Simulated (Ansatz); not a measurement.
Here is an unrelaxed guess for SiC.

```yaml
crystal:
  lattice:
    - [1.55873, -2.60368, 0.00000]
    - [1.55873, 2.60368, 0.00000]
    - [0.00000, 0.00000, 5.09407]
  atoms:
    - { symbol: Si, position: [0.37046, 0.62954, 0.00566] }
    - { symbol: Si, position: [0.62954, 0.37046, 0.50566] }
    - { symbol: C, position: [0.37049, 0.62951, 0.37934] }
    - { symbol: C, position: [0.62951, 0.37049, 0.87934] }
```

The calculation used DFT PBE, scalar-relativistic, plane waves, PAW (Ansatz 0.2.0). Cutoff 420 eV; k points 6×6×4 on the computed 4-atom cell (Γ-centred); Gaussian smearing, width 0.10 eV; no spin polarisation.

Energies over the elements count from the elements' standard structures at the same level, with no fitted energy shifts.

Task: Estimate its pressure, forces and energy as it stands.

Result: The pressure is 41.9 GPa (the mean over three directions, positive in compression), the largest force is 15.69 eV/Å, and the energy is +1.00 eV/atom against the elements. The shortest distance is 1.49 Å, so close that the PAW spheres overlap strongly and these values are rough.

Task: How much does it gain on relaxing, and where does it end?

Result: Relaxing gains about 1.2 eV/atom in 10 ionic steps and ends at −0.200 eV/atom on the finer mesh. The symmetry goes from Cmc2_1 (No. 36) to P6_3mc (No. 186). The end has the wurtzite type. The volume per atom grows by 1.6 %, from 10.3 to 10.5 Å³. The shortest distance goes from 1.49 Å (Si–C) to 1.89 Å (Si–C). Conventional cell: a = 3.092 Å, c = 5.074 Å. Si has 4 C at 1.89–1.91 Å; C is surrounded by 4 Si at 1.89–1.91 Å.

The last run used a 12×12×6 mesh (in the run's order of axes) for its 4-atom cell and Gaussian smearing of 0.02 eV. The reference form of C is held partly by dispersion forces, which this level lacks. The relaxation can't lower the symmetry of the start. A later test with randomly moved atoms came back to the same energy, though modes that don't fit the test's cell weren't probed.
